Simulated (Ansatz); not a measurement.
# MnS (Browneite): the cost of one run

Method: DFT PBE+U (U_eff = 3.9 eV on Mn 3d), scalar-relativistic, plane waves, PAW, in Ansatz 0.2.0.

## 1. Starting point

It takes space group F-43m (No. 216, cubic). Conventional cell: a = 5.746 Å, b = 5.746 Å, c = 5.746 Å, α = 90.00°, β = 90.00°, γ = 90.00°. Mn (site symmetry -43m) is surrounded by 4 S at 2.49 Å. S (site symmetry -43m) has 4 Mn at 2.49 Å as nearest neighbours.

Structure file:

```
Mn S
1.0
     0.00000    2.87313    2.87313
     2.87313    0.00000    2.87313
     2.87313    2.87313    0.00000
Mn S
1 1
Direct
  0.00000 0.00000 0.00000
  0.25000 0.25000 0.25000
```

An earlier run at PBE+U (U_eff = 3.9 eV on Mn 3d) left this cell at 23.717 Å³/atom and -0.04 GPa (8×8×8 mesh).

## 2. Coarse mesh, to find the state of the open shells

File input.yaml:

```yaml
crystal:
  lattice:
    - [0.0, 2.8731258386, -2.8731258386]
    - [0.0, 2.8731258386, 2.8731258386]
    - [5.7462516772, 0.0, 0.0]
  atoms:
    - { symbol: Mn, position: [0.0, 0.0, 0.0], spin: 5.0 }
    - { symbol: S, position: [0.0, 0.5, 0.25] }
    - { symbol: Mn, position: [0.5, 0.5, 0.5], spin: -5.0 }
    - { symbol: S, position: [0.5, 1.0, 0.75] }
basis:
  ecutwfc: 420
  ecutrho_ratio: 4
kpoints:
  mp_grid: { grid: [4, 4, 3] }
hamiltonian:
  xc: pbe
  hubbard: { sites: [{ species: Mn, l: d, u_eff: 3.9 }] }
scf:
  occupations: { method: gaussian, width: 0.05 }
output:
  forces: true
  stress: true
  eigenvalues: true
  populations: true
  hubbard: { sites: [{ species: Mn, l: d }] }
magnetization:
  spin_polarized: true
```

On the command line:

```
ansatz run input.yaml --threads 4 --pin off --max-ram 10240MiB --backend cpu --events-out ev --progress --plain --runs-dir out
```

Q: Estimate wall time and peak memory on 4 threads of Arm Neoverse V2, shared host.

About 2.1 s, with a peak of 0.4 GiB.
